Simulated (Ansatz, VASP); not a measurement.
Ag: VASP beside Ansatz

```
CELL_PARAMETERS angstrom
14.00000 0.00000 0.00000
0.00000 14.40000 0.00000
0.00000 0.00000 14.80000
ATOMIC_POSITIONS crystal
Ag 0.50000 0.50000 0.50000
```

The cell was built by a generator and needn't be a form met in nature.

Alike in both runs: task single point; functional PBE; k mesh 1 × 1 × 1; occupations fermi-dirac, width 0.01 eV; collinear spin.

|  | VASP | Ansatz |
| --- | --- | --- |
| version | VASP 6.6.1 | Ansatz 0.2.0 |
| potentials or method | VASP PAW PBE potentials, release 64 (Ag) | plane waves (420 eV) with PAW, scalar-relativistic |
| plane-wave cutoff (eV) | 520 | 420 |
| valence electrons in the cell | 11 | 19 |

```csv
,VASP,Ansatz,Ansatz less VASP
gap on the k mesh at the Fermi level (eV),0.77,0.78,+0.003
net moment per atom (μB),1.00,1.00,0.000
size of the moment on the site where the two differ most (μB),0.34,1.00,+0.656
```

Site moments also hang on the region over which each program counts them. The two sets of potentials don't hold the same shells in valence.

As with any semilocal functional, this PBE gap is likely too small.
